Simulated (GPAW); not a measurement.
SnSe, 2 atoms in the cell. The structure is cubic, space group Fm-3m (No. 225). The conventional cell has a = 6.020 Å, b = 6.020 Å, c = 6.020 Å, α = 90.00°, β = 90.00°, γ = 90.00°. Sn (site symmetry m-3m) is surrounded by 6 Se at 3.01 Å. Se (site symmetry m-3m) is surrounded by 6 Sn at 3.01 Å. Measurements of this composition are mostly on another form, of space group No. 62.

| Item | Value |
| --- | --- |
| Program | GPAW 26.7.0 |
| Task | relaxation of cell and atoms |
| Functional | PBE |
| Dispersion | D4 |
| Potentials or basis | GPAW PAW data sets (gpaw-data 1.2.1) |
| Cutoff | 600 eV |
| Basis | pw |
| k mesh | 8 × 8 × 8 |
| Occupations | fermi-dirac, width 0.05 eV |
| Spin | no spin polarisation |
| Maxiter | 150 |
| Optimizer | BFGS |
| Fmax | 0.02 eV/Å |
| Max steps | 40 |
| Convergence | density=1e-05 forces=0.0001 |

Potentials or basis: GPAW PAW data sets (gpaw-data 1.2.1), pw.

Command:

```console
$ OMP_NUM_THREADS=1 python run.py
```

Hardware: 1 thread of Arm Neoverse V2, on a shared host.

Estimate the wall time of this run.

Run time: 100 s on 1 thread of Arm Neoverse V2, on a shared host, peak memory 0.26 GiB. Counts: scf iterations 38, plane waves 1841, bands 19, k points 29, ion steps 4.
